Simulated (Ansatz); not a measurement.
# Gap against strain: (5,0) GaN nanotube

Set-up. Ansatz 0.2.0, plane waves with PAW datasets, PBE, Fermi-Dirac smearing of 0.05 eV, no spin-orbit coupling. The period is scaled from its relaxed value of 5.460 Å and the atoms relax, within the symmetry of the start, at each strain ε (in %); gaps, in eV, are read on a band path.

```
period (Å)  energy (eV a cell)  place of the conduction minimum (Γ = 0, Z = 1)   ε    gap
     5.242              +0.369                                            0.00  −4  1.824
     5.460               0.000                                            0.00   0  1.705
     5.570              +0.100                                            0.00   2  1.588
     5.679              +0.400                                            0.00   4  1.449
     5.788              +0.903                                            0.00   6  1.287
```

One run is withheld: period (Å) = 5.351, with ε = −2. Fit a straight line gap = a + b × ε to the 5 rows shown and predict it.

**Fit.** The means are 1.6 for ε and 1.571 for gap. The sum of products of deviations is −3.165 and the sum of squares in ε is 59.2, so b = −3.165 / 59.2 = −0.05346 and a = 1.571 − (−0.05346) × 1.6 = 1.656. The residuals' standard deviation, with 3 degrees of freedom, is σ = 0.053.

**Prediction.** gap = 1.656 + (−0.05346) × −2 = 1.763. The run gave 1.801, so the prediction less the run is −0.038. The standard error of a prediction there, σ√(1 + 1/5 + (−2 − 1.6)²/59.2), is 0.063, and the miss is 0.6 times that, for a point between the fitted rows. With so few rows σ is itself uncertain.

The gap narrows at every step from compression to tension.

**Limits.** Kohn-Sham gaps of a wire among periodic images, which in a check on one flat ribbon (7 Å apart) lowered the gap by 0.2 eV and flattened the slope; the slope b × 100 is a mean deformation potential of the gap, in eV per unit strain. Between neighbouring runs it lies between −8.1 and −1.2 eV, so a bend, a kink or scatter between runs makes one line a rough account. The unstrained row comes from a denser mesh than the others, which shifts its energy a little. Series of this kind are told only where this holds: a gap at every strain (compound wires with polar facets were set aside first). 88 of 101 did.

[Logs are printed without paths, hosts, clocks, repeated set-up lines and the standing remarks that a program may print on its own settings, such as how far it seeks lower states.]
